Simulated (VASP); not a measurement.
The system is Ru.

```
Ru
1.0
    -1.50909    1.50909    1.50909
     1.50909   -1.50909    1.50909
     1.50909    1.50909   -1.50909
Ru
1
Direct
  0.00000 0.00000 0.00000
```

This isn't the form of Ru at room conditions, which is hcp.

Base run:

| Item | Value |
| --- | --- |
| Program | VASP 6.6.1 |
| Functional | PBEsol |
| Potentials or basis | VASP PAW PBE potentials, release 64 (Ru_pv) |
| Cutoff | 900 eV |
| k mesh | 20 × 20 × 20 |
| Occupations | gaussian, width 0.1 eV |
| Spin | no spin polarisation |

Its results: band gap on the k mesh none (metal or under the smearing width); pressure 0.1 GPa.

The run is repeated on the same cell with these changes: cutoff from 900 eV to 520 eV; occupations from gaussian, width 0.1 eV to gaussian, width 0.5 eV. What comes out?

Band gap on the k mesh none (metal or under the smearing width); pressure 2.1 GPa.

Caveats: the PAW data sets were made with another functional, which shifts forces and pressure a little.
